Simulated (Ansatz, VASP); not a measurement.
## One calculation of Hg, two programs

```
Hg
1.0
     3.36425    0.00000    0.00000
    -1.49152    3.11662    0.00000
    -0.97094   -1.41569    8.22747
Hg
3
Direct
  0.00000 0.00000 0.00000
  0.41393 0.25858 0.66474
  0.58607 0.74142 0.33526
```

Change from the starting cell: volume scaled by 1.04.

Alike in both runs: task single point; functional PBE; k mesh 9 × 9 × 4; occupations fermi-dirac, width 0.05 eV; no spin polarisation.

```csv
,VASP,Ansatz
version,VASP 6.6.1,Ansatz 0.2.0
potentials or method,"VASP PAW PBE potentials, release 64 (Hg)",Ansatz PAW
plane-wave cutoff (eV),520,420
valence electrons in the cell,36,60
```

VASP gave:

- gap on the k mesh at the Fermi level (eV): none
- pressure (GPa): 0.5
- largest component of the traceless stress (GPa): 0.08
- rms of the force components (eV/Å): 0.007

Problem. Estimate Ansatz's values.

Solution. gap on the k mesh at the Fermi level (eV): none; pressure (GPa): 0.4; largest component of the traceless stress (GPa): 0.06; rms of the force components (eV/Å): 0.007.

Atom by atom the forces differ by 0.000 eV/Å (rms over components). A gap of «none» marks a metal or a gap that the smearing closes. The two sets of potentials don't hold the same shells in valence.

Spin-orbit coupling is left out, which matters for the levels of Hg.
